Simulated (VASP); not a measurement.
Crystal: InGaP2.

```
CELL_PARAMETERS angstrom
5.65575 0.00000 0.00000
0.00000 -5.65575 0.00000
0.00000 0.00000 -5.65575
ATOMIC_POSITIONS crystal
In 0.00000 0.50000 0.50000
In 0.50000 0.00000 0.50000
Ga 0.50000 0.50000 0.00000
Ga 0.00000 0.00000 0.00000
P 0.25000 0.25000 0.25000
P 0.75000 0.75000 0.25000
P 0.75000 0.25000 0.75000
P 0.25000 0.75000 0.75000
```

The cell was built by a generator and needn't be a form met in nature.

| Property | Result |
| --- | --- |
| Program | VASP 6.6.1 |
| Task | relaxation of cell and atoms |
| Functional | PBEsol |
| Potentials or basis | VASP PAW PBE potentials, release 64 (In_d, Ga_d, P) |
| Cutoff | 600 eV |
| k mesh | 6 × 6 × 6 |
| Occupations | gaussian, width 0.03 eV |
| Spin | no spin polarisation |

At the start: pressure 1.1 GPa; volume 22.61 Å³/atom.

Question: Where does the relaxation end?

Answer: Over 9 steps the energy falls by 47.2 meV/atom and the volume is 22.64 Å³/atom (+0.1 %); space group P-4m2 (No. 115, to 0.05 Å).

The path:
| step | energy change (eV) | largest force (eV/Å) | pressure (GPa) | volume (Å³) |
| --- | --- | --- | --- | --- |
| 1 | 0.0000 | 1.5664 | 1.15 | 180.91 |
| 2 | -0.3096 | 0.5258 | -1.32 | 185.19 |
| 3 | -0.3311 | 0.1891 | -2.05 | 186.71 |
| 4 | -0.3697 | 0.1105 | 0.77 | 179.20 |
| 5 | -0.3759 | 0.0244 | -0.03 | 181.18 |
| 6 | -0.3767 | 0.0075 | -0.02 | 181.11 |
| 7 | -0.3771 | 0.0196 | 0.04 | 181.01 |
| 8 | -0.3772 | 0.0166 | 0.03 | 181.02 |
| 9 | -0.3772 | 0.0038 | -0.01 | 181.14 |

Final structure:
```cif
data_structure
_symmetry_space_group_name_H-M 'P 1'
_symmetry_Int_Tables_number 1
_cell_length_a 5.6410
_cell_length_b 5.6410
_cell_length_c 5.6925
_cell_angle_alpha 90.000
_cell_angle_beta 90.000
_cell_angle_gamma 90.000
_cell_volume 181.14
loop_
_atom_site_label
_atom_site_type_symbol
_atom_site_fract_x
_atom_site_fract_y
_atom_site_fract_z
_atom_site_occupancy
In1 In 0.00000 0.50000 0.50000 1
In2 In 0.50000 0.00000 0.50000 1
Ga1 Ga 0.50000 0.50000 0.00000 1
Ga2 Ga 0.00000 0.00000 0.00000 1
P1 P 0.25000 0.25000 0.22888 1
P2 P 0.75000 0.75000 0.22888 1
P3 P 0.75000 0.25000 0.77112 1
P4 P 0.25000 0.75000 0.77112 1
```

Caveat: the PAW data sets were made with another functional, which shifts forces and pressure a little; spin-orbit coupling is left out, which moves the levels of the heavy elements.
